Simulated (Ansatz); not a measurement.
# ZnS3: one candidate of a structure search

The task: take a trial cell of ZnS3 to zero force and stress.

Method: DFT PBE, scalar-relativistic, plane waves, PAW, in Ansatz 0.2.0.

**1. Starting point**

It takes space group Pm-3m (No. 221, cubic). The conventional cell has a = 4.317 Å, b = 4.317 Å, c = 4.317 Å, α = 90.00°, β = 90.00°, γ = 90.00°. Zn (site symmetry m-3m) has 12 S at 3.05 Å as nearest neighbours. S (site symmetry 4/mmm) is surrounded by 4 Zn at 3.05 Å and 8 S at 3.05 Å.

Structure file:

```
Zn S
1.0
     4.31662    0.00000    0.00000
     0.00000    4.31662    0.00000
     0.00000    0.00000    4.31662
Zn S
1 3
Direct
  0.00000 0.00000 0.00000
  0.00000 0.50000 0.50000
  0.50000 0.00000 0.50000
  0.50000 0.50000 0.00000
```

A structure generator made this guess: species swapped into a database cell of YSn3 (Pm-3m, No. 221), with Zn on the Y sites and S on the Sn sites. Its size is a rough estimate.

**2. Probe: one point on a coarse mesh**

Input file input.yaml:

```yaml
crystal:
  lattice:
    - [4.31661667, 0.0, 0.0]
    - [0.0, 4.31661667, 0.0]
    - [0.0, 0.0, 4.31661667]
  atoms:
    - { symbol: Zn, position: [0.0, 0.0, 0.0] }
    - { symbol: S, position: [0.0, 0.5, 0.5] }
    - { symbol: S, position: [0.5, 0.0, 0.5] }
    - { symbol: S, position: [0.5, 0.5, 0.0] }
basis:
  ecutwfc: 420
kpoints:
  mp_grid: { grid: [4, 4, 4] }
hamiltonian:
  xc: pbe
scf:
  occupations: { method: gaussian, width: 0.1 }
  lower_state_search: "off"
output:
  forces: true
  stress: true
  eigenvalues: true
```

Command:

```
> ansatz run input.yaml --threads 1 --pin off --max-ram 2560MiB --backend cpu --events-out ev --progress --plain --runs-dir out
```

The log of the run, cut to the lines that bear on the results:

```text
Warning: RAYON_NUM_THREADS=1 ignored (pool sized by the plan → 1); use --threads N
[...]
Pseudopotentials: kind: paw
Pseudopotential: Zn, paw, valence charge 12, recommended cutoff 420 eV (normal), Zn.paw.azcp
Pseudopotential: S, paw, valence charge 6, recommended cutoff 420 eV (normal), S.paw.azcp
Functional definition: PBE
[...]
Crystal: 4 atoms, lattice volume = 80.432 Å³
Basis set: ecut = 420 eV, 1575 PW (Γ), exchange–correlation on 60×60×60 points (8 copies of the dense FFT grid, shifted against one another)
Bands: 19, of which v1, the nominal top of the filled ones, is band 15 counted from 1 (14 counted from 0)
Symmetry: 48 space group operations
Space group: Pm-3m (ITA 221), of the structure as read, at distance tolerance 4.3e-5 Å
k-points: 10 of 64
[...]
SCF iter   1: F=—  HF=-6021.538816 eV  |F-HF|=—  |Δ(HF+E_count)|=         —  Δρ=3.55e-3  dr2=1.56e-2  ethr=1.77e-3  ⟨swp⟩=5.5  Hψ=891  notcnv=0
[...]
SCF iter   7: F=-6021.535046 eV  HF=-6021.535046 eV  |F-HF|=7.27e-10  |Δ(HF+E_count)|=   3.89e-7  Δρ=5.09e-6  dr2=2.76e-8  ethr=3.33e-10  ⟨swp⟩=3.4  Hψ=831  notcnv=0
[...]
SCF converged after 7 iterations
Free energy (F): -6021.535046 eV
[...]
E sigma→0 (E₀):  -6021.523166 eV
Entropy (-TS):   -0.023759 eV (-5.940 meV/atom)
Fermi energy:    6.191208 eV
[...]
--- Forces (eV/Å), atoms counted from 1 ---
  atom   1  Zn    -0.00000000    -0.00000000    -0.00000000
  atom   2  S      0.00000000     0.00000000     0.00000000
  atom   3  S      0.00000000    -0.00000000    -0.00000000
  atom   4  S      0.00000000    -0.00000000    -0.00000000
[...]
--- Stress (GPa, compression-positive) ---
       -8.480388       0.000000       0.000000
        0.000000      -8.480388      -0.000000
        0.000000       0.000000      -8.480388
  P = ⅓ Tr σ = -8.4804 GPa (-84.804 kbar)
--- Band table (eV; the first three rows and the last of 10) ---
  k-point 0: bands = ["-8.0878", "-4.8678", "-4.8678", "-0.6050", "-0.6050", "-0.6050", "-0.5714", "-0.5714", "1.7213", "1.7213", "1.7213", "4.7115", "5.3054", "5.3054", "5.3054", "6.8617", "6.8617", "6.8617", "12.5810"]
[...]
```

Run time: 2.9 s. Hardware: 1 thread of Intel Xeon at 2.70GHz, shared host; peak memory 0.33 GiB.

Read-out: pressure -8.5 GPa, largest force 0.00 eV/Å, gap on this mesh none (metal). A cheap, loose relaxation comes first.

**3. Coarse relaxation**

input.yaml, as its differences from that of step 2:

```diff
@@ -23 +23,6 @@
   eigenvalues: true
+relax:
+  adjacent_minimum: "off"
+  f_tol: 0.04
+  max_steps: 70
+  cell: { stress_tol: 0.4 }
```

Command:

```
> ansatz run input.yaml --threads 1 --pin off --max-ram 2560MiB --backend cpu --events-out ev --progress --plain --runs-dir out
```

The log of the run:

```text
Warning: RAYON_NUM_THREADS=1 ignored (pool sized by the plan → 1); use --threads N
Engine: ansatz 0.2.0, x86_64-unknown-linux-gnu
[... 4 set-up lines as earlier in the session ...]
  parameter kappa = 0.804
  parameter beta = 0.06672455060314922
  exchange = pbe_x(kappa = kappa, mu = beta*pi^2/3)
  correlation = pbe_c(beta = beta)
Crystal: 4 atoms, lattice volume = 80.432 Å³
Basis set: ecut = 420 eV, 1575 PW (Γ), exchange–correlation on 60×60×60 points (8 copies of the dense FFT grid, shifted against one another)
Bands: 19, of which v1, the nominal top of the filled ones, is band 15 counted from 1 (14 counted from 0)
[... 2 set-up lines as earlier in the session ...]
k-points: 10 of 64
Non-local potential: Zn, projectors of the file, l = 0: 2, l = 1: 2, l = 2: 3, l = 3: 1
Non-local potential: S, projectors of the file, l = 0: 2, l = 1: 2, l = 2: 2
PAW form: soft (Blöchl's): semilocal exchange-correlation on the pseudo side does not see the compensation charge
PAW one-centre angular grid: Zn, 590 points (default); XC on 64 Gauss nodes
PAW one-centre angular grid: S, 110 points (default); XC on 64 Gauss nodes
Initial density: superposition of atomic densities (neutral atoms: chi_scale 0, normalization atom), corrected by the library's trained network
Initial wavefunctions: pseudopotential atomic-orbital guess
Functional: x = pbe(κ = 0.804, μ = 0.2195149727645171), c = pbe(β = 0.06672455060314922)
SCF iter   1: F=—  HF=-6021.538817 eV  |F-HF|=—  |Δ(HF+E_count)|=         —  Δρ=3.55e-3  dr2=1.56e-2  ethr=1.77e-3  ⟨swp⟩=5.5  Hψ=891  notcnv=0
preconditioner: auto → Kerker (q_TF=auto, 2.315 Å⁻¹)  [metal: Δε(μ)=0.054 eV  Ē_g=7.703 eV  σ=0.100 eV  W_gap=0.29  n_scr=18 (ndim 8)  ℏωp=22.7 eV  f_vac=0.000  D(μ)=4.74/eV (n_scr^D=56)]
SCF iter   2: F=—  HF=-6021.535386 eV  |F-HF|=—  |Δ(HF+E_count)|=   3.43e-3  Δρ=1.50e-3  dr2=3.87e-3  ethr=5.22e-5  ⟨swp⟩=2.0  Hψ=338  notcnv=0
SCF iter   3: F=—  HF=-6021.534930 eV  |F-HF|=—  |Δ(HF+E_count)|=   4.56e-4  Δρ=1.08e-3  dr2=7.33e-4  ethr=1.29e-5  ⟨swp⟩=2.0  Hψ=289  notcnv=0
SCF iter   4: F=—  HF=-6021.534631 eV  |F-HF|=—  |Δ(HF+E_count)|=   2.99e-4  Δρ=3.43e-4  dr2=2.16e-4  ethr=2.44e-6  ⟨swp⟩=2.0  Hψ=239  notcnv=0
SCF iter   5: F=—  HF=-6021.534605 eV  |F-HF|=—  |Δ(HF+E_count)|=   2.52e-5  Δρ=2.22e-4  dr2=4.08e-5  ethr=7.19e-7  ⟨swp⟩=2.4  Hψ=335  notcnv=0
SCF iter   6: F=—  HF=-6021.535047 eV  |F-HF|=—  |Δ(HF+E_count)|=   4.41e-4  Δρ=4.32e-5  dr2=1.76e-6  ethr=1.36e-7  ⟨swp⟩=3.0  Hψ=358  notcnv=0
SCF iter   7: F=-6021.535046 eV  HF=-6021.535046 eV  |F-HF|=7.10e-10  |Δ(HF+E_count)|=   3.89e-7  Δρ=5.09e-6  dr2=2.76e-8  ethr=3.33e-10  ⟨swp⟩=3.4  Hψ=831  notcnv=0
SCF 1 converged in 7 iterations: F = -6021.535046 eV  dr2 = 2.76e-8
relax step   1: F+E_penalty+E_count = -6021.53504614 eV  Δ(F+E_penalty+E_count) = +0.000e0 eV  max|allowed force component| = 1.959e-29 eV/Å  Δτ_max = 0.0000 Å  P = -8.480 GPa  Ω = 80.432 Å³  (7 SCF iters, dr2 threshold 1.00e-7 eV, accepted)
Crystal: 4 atoms, lattice volume = 69.233 Å³
Basis set: ecut = 420 eV, 1357 PW (Γ), exchange–correlation on 60×60×60 points (8 copies of the dense FFT grid, shifted against one another)
Initial density: handed on by an earlier stage of this run
Initial wavefunctions: those handed on with the density
iter 1 solved again at ethr=9.39e-5 eV; its pass at ethr=3.10e-3 eV (dr2=2.82e-2 eV) is discarded
SCF iter   1: F=—  HF=-6021.935205 eV  |F-HF|=—  |Δ(HF+E_count)|=         —  Δρ=5.14e-3  dr2=2.79e-2  ethr=9.39e-5  ⟨swp⟩=1.0  Hψ=1075  notcnv=0
preconditioner: auto → Resta (q_TF=auto, 2.373 Å⁻¹)  ε∞=9.5  [insulator: Δε(μ)=0.114 eV  Ē_g=8.381 eV  σ=0.100 eV  W_gap=0.52  n_scr=18 (ndim 8)  ℏωp=24.4 eV  f_vac=0.000  D(μ)=4.34/eV (n_scr^D=32)  ε∞_Penn≈9.5]
SCF iter   2: F=—  HF=-6021.928099 eV  |F-HF|=—  |Δ(HF+E_count)|=   7.11e-3  Δρ=2.26e-3  dr2=5.61e-3  ethr=9.29e-5  ⟨swp⟩=2.0  Hψ=257  notcnv=0
SCF iter   3: F=—  HF=-6021.926233 eV  |F-HF|=—  |Δ(HF+E_count)|=   1.87e-3  Δρ=1.31e-3  dr2=2.50e-3  ethr=1.87e-5  ⟨swp⟩=2.0  Hψ=321  notcnv=0
SCF iter   4: F=—  HF=-6021.925578 eV  |F-HF|=—  |Δ(HF+E_count)|=   6.55e-4  Δρ=5.65e-4  dr2=1.51e-4  ethr=8.33e-6  ⟨swp⟩=2.4  Hψ=333  notcnv=0
SCF iter   5: F=—  HF=-6021.925918 eV  |F-HF|=—  |Δ(HF+E_count)|=   3.40e-4  Δρ=1.01e-4  dr2=2.94e-6  ethr=5.03e-7  ⟨swp⟩=2.6  Hψ=344  notcnv=0
SCF iter   6: F=—  HF=-6021.925922 eV  |F-HF|=—  |Δ(HF+E_count)|=   3.77e-6  Δρ=3.19e-5  dr2=6.26e-7  ethr=1.33e-9  ⟨swp⟩=5.6  Hψ=899  notcnv=0
SCF iter   7: F=-6021.925922 eV  HF=-6021.925922 eV  |F-HF|=4.86e-9  |Δ(HF+E_count)|=   5.16e-7  Δρ=8.18e-6  dr2=4.63e-8  ethr=1.33e-9  ⟨swp⟩=4.4  Hψ=664  notcnv=0
SCF 2 converged in 7 iterations: F = -6021.925922 eV  dr2 = 4.63e-8
relax step   2: F+E_penalty+E_count = -6021.92592247 eV  Δ(F+E_penalty+E_count) = -3.909e-1 eV  max|allowed force component| = 9.573e-31 eV/Å  Δτ_max = 0.0000 Å  P = -1.607 GPa  Ω = 69.233 Å³  energy of the carried Pulay correction = +1.674e-3 eV  (7 SCF iters, dr2 threshold 4.00e-7 eV, accepted)
Crystal: 4 atoms, lattice volume = 67.053 Å³
iter 1 solved again at ethr=5.74e-6 eV; its pass at ethr=3.10e-3 eV (dr2=1.72e-3 eV) is discarded
SCF iter   1: F=—  HF=-6021.933835 eV  |F-HF|=—  |Δ(HF+E_count)|=         —  Δρ=1.09e-3  dr2=1.70e-3  ethr=5.74e-6  ⟨swp⟩=1.5  Hψ=1036  notcnv=0
preconditioner: auto → Resta (q_TF=auto, 2.386 Å⁻¹)  ε∞=9.7  [insulator: Δε(μ)=0.128 eV  Ē_g=8.436 eV  σ=0.100 eV  W_gap=0.55  n_scr=18 (ndim 8)  ℏωp=24.8 eV  f_vac=0.000  D(μ)=3.97/eV (n_scr^D=32)  ε∞_Penn≈9.7]
SCF iter   2: F=—  HF=-6021.933446 eV  |F-HF|=—  |Δ(HF+E_count)|=   3.89e-4  Δρ=6.08e-4  dr2=4.25e-4  ethr=5.66e-6  ⟨swp⟩=2.0  Hψ=246  notcnv=0
SCF iter   3: F=—  HF=-6021.933336 eV  |F-HF|=—  |Δ(HF+E_count)|=   1.10e-4  Δρ=3.21e-4  dr2=1.69e-4  ethr=1.42e-6  ⟨swp⟩=2.0  Hψ=246  notcnv=0
SCF iter   4: F=—  HF=-6021.933542 eV  |F-HF|=—  |Δ(HF+E_count)|=   2.07e-4  Δρ=1.23e-4  dr2=6.47e-6  ethr=5.62e-7  ⟨swp⟩=2.2  Hψ=290  notcnv=0
iter 5 did not close the SCF: its close was put off for the readings that it lacked (scf_convergence_deferred on its scf_iter line)
SCF iter   5: F=-6021.933543 eV  HF=-6021.933543 eV  |F-HF|=1.27e-7  |Δ(HF+E_count)|=   8.71e-7  Δρ=1.55e-5  dr2=1.09e-7  ethr=2.16e-8  ⟨swp⟩=2.8  Hψ=334  notcnv=0
SCF iter   6: F=-6021.933543 eV  HF=-6021.933543 eV  |F-HF|=7.50e-9  |Δ(HF+E_count)|=   1.55e-7  Δρ=6.37e-6  dr2=2.62e-8  ethr=3.62e-10  ⟨swp⟩=2.4  Hψ=771  notcnv=0
SCF 3 converged in 6 iterations: F = -6021.933543 eV  dr2 = 2.62e-8
relax step   3: F+E_penalty+E_count = -6021.93354330 eV  Δ(F+E_penalty+E_count) = -7.621e-3 eV  max|allowed force component| = 1.076e-30 eV/Å  Δτ_max = 0.0000 Å  P = +0.598 GPa  Ω = 67.053 Å³  energy of the carried Pulay correction = +2.030e-3 eV  (6 SCF iters, dr2 threshold 4.00e-7 eV, accepted)
Crystal: 4 atoms, lattice volume = 67.631 Å³
iter 1 solved again at ethr=5.19e-7 eV; its pass at ethr=3.10e-3 eV (dr2=1.56e-4 eV) is discarded
SCF iter   1: F=—  HF=-6021.934249 eV  |F-HF|=—  |Δ(HF+E_count)|=         —  Δρ=2.89e-4  dr2=1.25e-4  ethr=5.19e-7  ⟨swp⟩=2.2  Hψ=1020  notcnv=0
preconditioner: auto → Resta (q_TF=auto, 2.383 Å⁻¹)  ε∞=9.7  [insulator: Δε(μ)=0.123 eV  Ē_g=8.373 eV  σ=0.100 eV  W_gap=0.55  n_scr=18 (ndim 8)  ℏωp=24.7 eV  f_vac=0.000  D(μ)=3.74/eV (n_scr^D=32)  ε∞_Penn≈9.7]
SCF iter   2: F=—  HF=-6021.934493 eV  |F-HF|=—  |Δ(HF+E_count)|=   2.43e-4  Δρ=1.70e-4  dr2=3.24e-5  ethr=4.16e-7  ⟨swp⟩=2.0  Hψ=246  notcnv=0
SCF iter   3: F=—  HF=-6021.934484 eV  |F-HF|=—  |Δ(HF+E_count)|=   8.46e-6  Δρ=8.77e-5  dr2=1.28e-5  ethr=1.08e-7  ⟨swp⟩=2.0  Hψ=247  notcnv=0
SCF iter   4: F=—  HF=-6021.934480 eV  |F-HF|=—  |Δ(HF+E_count)|=   3.67e-6  Δρ=3.30e-5  dr2=4.72e-7  ethr=4.26e-8  ⟨swp⟩=2.0  Hψ=291  notcnv=0
iter 5 did not close the SCF: its close was put off for the readings that it lacked (scf_convergence_deferred on its scf_iter line)
SCF iter   5: F=-6021.934481 eV  HF=-6021.934481 eV  |F-HF|=4.38e-9  |Δ(HF+E_count)|=   5.39e-8  Δρ=4.13e-6  dr2=1.36e-8  ethr=1.57e-9  ⟨swp⟩=2.7  Hψ=331  notcnv=0
SCF iter   6: F=-6021.934481 eV  HF=-6021.934481 eV  |F-HF|=7.75e-10  |Δ(HF+E_count)|=   8.16e-9  Δρ=1.60e-6  dr2=1.33e-9  ethr=4.52e-11  ⟨swp⟩=1.8  Hψ=621  notcnv=0
SCF 4 converged in 6 iterations: F = -6021.934481 eV  dr2 = 1.33e-9
relax step   4: F+E_penalty+E_count = -6021.93448052 eV  Δ(F+E_penalty+E_count) = -9.372e-4 eV  max|allowed force component| = 5.522e-30 eV/Å  Δτ_max = 0.0000 Å  P = -0.021 GPa  Ω = 67.631 Å³  energy of the carried Pulay correction = +1.935e-3 eV  (6 SCF iters, dr2 threshold 4.00e-7 eV, accepted)
Initial wavefunctions: pseudopotential atomic-orbital guess (no wavefunctions were taken with the density)
iter 1 solved again at ethr=6.58e-8 eV; its pass at ethr=3.10e-3 eV (dr2=1.97e-5 eV) is discarded
SCF iter   1: F=—  HF=-6021.932295 eV  |F-HF|=—  |Δ(HF+E_count)|=         —  Δρ=1.70e-4  dr2=6.26e-6  ethr=6.58e-8  ⟨swp⟩=3.1  Hψ=1470  notcnv=0
preconditioner: auto → Resta (q_TF=auto, 2.383 Å⁻¹)  ε∞=9.7  [insulator: Δε(μ)=0.123 eV  Ē_g=8.379 eV  σ=0.100 eV  W_gap=0.55  n_scr=18 (ndim 8)  ℏωp=24.7 eV  f_vac=0.000  D(μ)=3.78/eV (n_scr^D=32)  ε∞_Penn≈9.7]
SCF iter   2: F=—  HF=-6021.932566 eV  |F-HF|=—  |Δ(HF+E_count)|=   2.70e-4  Δρ=2.52e-4  dr2=2.14e-5  ethr=2.09e-8  ⟨swp⟩=2.0  Hψ=300  notcnv=0
SCF iter   3: F=—  HF=-6021.932564 eV  |F-HF|=—  |Δ(HF+E_count)|=   2.08e-6  Δρ=5.47e-5  dr2=9.75e-7  ethr=2.09e-8  ⟨swp⟩=2.0  Hψ=284  notcnv=0
SCF iter   4: F=—  HF=-6021.932564 eV  |F-HF|=—  |Δ(HF+E_count)|=   3.70e-8  Δρ=8.03e-6  dr2=1.18e-8  ethr=3.25e-9  ⟨swp⟩=2.0  Hψ=279  notcnv=0
iter 5 did not close the SCF: its close was put off for the readings that it lacked (scf_convergence_deferred on its scf_iter line)
SCF iter   5: F=-6021.932564 eV  HF=-6021.932564 eV  |F-HF|=8.13e-10  |Δ(HF+E_count)|=   1.18e-7  Δρ=1.17e-6  dr2=2.40e-10  ethr=3.92e-11  ⟨swp⟩=2.0  Hψ=304  notcnv=0
SCF iter   6: F=-6021.932564 eV  HF=-6021.932564 eV  |F-HF|=1.82e-11  |Δ(HF+E_count)|=  9.46e-10  Δρ=1.95e-7  dr2=1.35e-11  ethr=1.00e-12  ⟨swp⟩=1.7  Hψ=634  notcnv=0
SCF 5 converged in 6 iterations: F = -6021.932564 eV  dr2 = 1.35e-11
relax step   5: F+E_penalty+E_count = -6021.93256368 eV  Δ(F+E_penalty+E_count) = +1.917e-3 eV  max|allowed force component| = 2.235e-30 eV/Å  Δτ_max = 0.0000 Å  P = -0.022 GPa  Ω = 67.631 Å³  stress off target by 2.25e-2 GPa  SCF on the basis re-selected at this cell (its energy is not comparable with the rows above)  (6 SCF iters)
basis re-selected at this cell: Δ(F+E_penalty+E_count) = +1.917e-3 eV, ΔP = -0.002 GPa vs the last step (what re-selecting the basis moved, of the pressure what is left beyond the Pulay correction that the steps carried, after the strain that the cell walked since its last selection, with what the two solves' SCF thresholds leave and, on support functions, any second-order correction that the steps lacked; it is no measure of the basis error at this ecutwfc). This SCF's stress stands 2.25e-2 GPa from its target on what of the cell is left free (relax.cell.stress_tol is 4.00e-1 GPa) and its largest allowed force component is 2.24e-30 eV/Å (relax.f_tol is 4.00e-2 eV/Å): within both
SCF converged after 6 iterations
Free energy (F): -6021.932564 eV
Harris-Foulkes:  -6021.932564 eV  (|F-HF|=1.82e-11)
Internal energy: -6021.913633 eV  (E = F + TS)
E sigma→0 (E₀):  -6021.923098 eV
Entropy (-TS):   -0.018931 eV (-4.733 meV/atom)
Fermi energy:    8.689646 eV
--- Per-component energies (eV) ---
  E_band       = 65.526701
  E_kinetic    = 442.477620
  E_local      = -2011.757827  (includes V_loc(G=0)·N_el)
  E_nonlocal   = 705.956486
  E_hartree    = 827.386061
  E_xc         = -423.261327
  E_vxc        = -307.508874  (∫ρ·V_xc dr)
  E_paw        = -3632.149917  (= ΣΔE_a)
  E_vpaw       = -418.412389  (= ΣTr[D̂ρ^β])
  E_aug_tail   = -0.000374  (compensation charges beyond the density's cutoff)
  E_ewald      = -1930.564355
  E_smearing   = -0.018931  (= −TS)
  E_closure    = 0.000000  (closes the sum)
  Σ components = -6021.932564   (vs F -6021.932564, Δ=0.00e0)
--- Forces (eV/Å), atoms counted from 1 ---
  atom   1  Zn    -0.00000000     0.00000000     0.00000000
  atom   2  S      0.00000000    -0.00000000     0.00000000
  atom   3  S      0.00000000    -0.00000000    -0.00000000
  atom   4  S      0.00000000     0.00000000    -0.00000000
  max |Σ_I F_I| component: 1.31e-30 eV/Å
--- Stress (GPa, compression-positive) ---
       -0.022464      -0.000000      -0.000000
       -0.000000      -0.022464      -0.000000
       -0.000000      -0.000000      -0.022464
  P = ⅓ Tr σ = -0.0225 GPa (-0.225 kbar)
--- Band table (eV; the first three rows and the last of 10) ---
  k-point 0: bands = ["-7.0441", "-2.5766", "-2.5766", "1.5920", "1.5920", "1.5920", "1.6794", "1.6794", "3.0627", "3.0627", "3.0627", "6.9673", "7.5681", "7.5681", "7.5681", "9.5105", "9.5105", "9.5105", "14.8455"]
  k-point 1: bands = ["-6.6363", "-3.5215", "-2.4638", "1.4808", "1.4808", "1.5583", "1.5951", "1.6490", "3.5774", "3.5996", "3.5996", "6.9011", "6.9011", "7.0102", "7.5927", "9.0402", "9.1213", "9.1213", "14.4328"]
  k-point 2: bands = ["-5.8440", "-4.7599", "-2.3409", "1.3965", "1.3965", "1.4209", "1.5982", "1.6611", "4.2465", "4.5814", "4.5814", "5.5885", "5.5885", "6.5709", "6.5833", "9.1685", "9.1685", "11.4783", "12.1885"]
  k-point 9: bands = ["-4.0426", "-4.0426", "-4.0426", "1.4665", "1.6520", "1.6520", "1.7445", "1.7445", "1.7445", "2.4406", "2.4406", "2.4406", "5.9110", "10.0879", "10.0879", "10.0879", "10.0952", "10.0952", "18.0491"]
--- Relaxed structure (4 steps of the walk, 4 accepted, 1 SCFs on fresh bases) ---
  F+E_penalty+E_count = -6021.93256368 eV   max|allowed force component| = 2.235e-30 eV/Å   (the final SCF, on the basis selected at the relaxed cell)
  cell:  # Å, volume = 67.6308 Å³
    - [4.074254934557395, -4.975319023000359e-34, 5.135813185032629e-34]
    - [-7.5432256155166735e-34, 4.074254934557395, -6.419766481290786e-35]
    - [-2.5679065925163143e-34, -6.419766481290786e-35, 4.074254934557395]
  atoms:
    - { symbol: Zn, position: [-1.0410552709335968e-33, 7.436109078097655e-34, -3.866776720610727e-34] }
    - { symbol: S, position: [2.8852103223018162e-33, 0.49999999999999994, 0.49999999999999994] }
    - { symbol: S, position: [0.49999999999999994, -1.9928772329301343e-33, 0.49999999999999994] }
    - { symbol: S, position: [0.49999999999999994, 0.49999999999999994, -2.9744436312388584e-35] }
```

Wall time 8.6 s (1 thread of Intel Xeon at 2.70GHz, shared host); peak memory 0.35 GiB.

The steps of the relaxation:

| step | E - E(step 1) (eV/cell) | largest force component (eV/Å) | pressure (GPa) | volume (Å³) |
| --- | --- | --- | --- | --- |
| 1 | 0.0000 | 0.0000 | -8.48 | 80.43 |
| 2 | -0.3909 | 0.0000 | -1.61 | 69.23 |
| 3 | -0.3985 | 0.0000 | 0.60 | 67.05 |
| 4 | -0.3994 | 0.0000 | -0.02 | 67.63 |
| 5 | -0.3975 | 0.0000 | -0.02 | 67.63 |

Step 1 is the start. Step 5 repeats the geometry before it on a plane-wave basis chosen anew for that cell, so its energy need not be comparable with the rows above.

|  | before | after | change |
| --- | --- | --- | --- |
| a (Å) | 4.317 | 4.074 | -5.6 % |
| b (Å) | 4.317 | 4.074 | -5.6 % |
| c (Å) | 4.317 | 4.074 | -5.6 % |
| volume (Å³/atom) | 20.11 | 16.91 | -15.9 % |
| shortest distance (Å) | 3.052 | 2.881 | -5.6 % |
| space group (0.01 Å) | Pm-3m | Pm-3m | same |

The run keeps the 48 symmetry operations of the start, so it could not have lowered the symmetry.

(Part 1 of 2 ends here.)
